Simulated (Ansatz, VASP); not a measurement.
**Al in VASP and in Ansatz**

Contents of INCAR:

```
ALGO = Normal
EDIFF = 1E-6
ENCUT = 520
GGA = PE
GGA_COMPAT = F
ISIF = 2
ISMEAR = 0
LASPH = T
LCHARG = F
LNONCOLLINEAR = T
LORBIT = 11
LORBMOM = T
LREAL = F
LSORBIT = T
LWAVE = F
MAGMOM = 0 0 0
NBANDS = 14
NELM = 150
PREC = Accurate
SIGMA = 0.05
```

KPOINTS

```
k-points
0
Gamma
  18 18 18
```

File POSCAR:

```
Al
1.0
   -1.6227799449      1.6227799449      1.6227799449
    1.6227799449     -1.6227799449      1.6227799449
    1.6227799449      1.6227799449     -1.6227799449
Al
1
Direct
    0.0000000000      0.0000000000      0.0000000000
```

Input for Ansatz:

```yaml
crystal:
  lattice:
    - [-1.6227799449, 1.6227799449, 1.6227799449]
    - [1.6227799449, -1.6227799449, 1.6227799449]
    - [1.6227799449, 1.6227799449, -1.6227799449]
  atoms:
    - { symbol: Al, position: [0.0, 0.0, 0.0] }
basis:
  ecutwfc: 600
  ecutrho_ratio: 5
kpoints:
  mp_grid: { grid: [18, 18, 18] }
hamiltonian:
  xc: pbe
scf:
  occupations: { method: gaussian, width: 0.05 }
output:
  forces: true
  stress: true
  eigenvalues: true
  populations: true
magnetization:
  noncollinear: true
  spin_orbit: true
```

The cell was built by a generator and needn't be a form met in nature.

Alike in both runs: task single point; functional PBE; k mesh 18 × 18 × 18; occupations gaussian, width 0.05 eV; non-collinear spin, spin-orbit coupling.

```csv
,VASP,Ansatz
version,VASP 6.6.1,Ansatz 0.2.0
potentials or method,"VASP PAW PBE potentials, release 64 (Al)","plane waves, PAW"
plane-wave cutoff (eV),520,600
valence electrons in the cell,3,3
```

|  | VASP | Ansatz | Ansatz less VASP |
| --- | --- | --- | --- |
| gap on the k mesh at the Fermi level (eV) | none | none | - |
| pressure (GPa) | -0.7 | -0.6 | +0.02 |
| net moment per atom (μB) | 0.00 | 0.00 | 0.000 |

A gap of «none» marks a metal or a gap that the smearing closes. With one functional, cell and mesh, what is left measures potentials, basis and numerics.
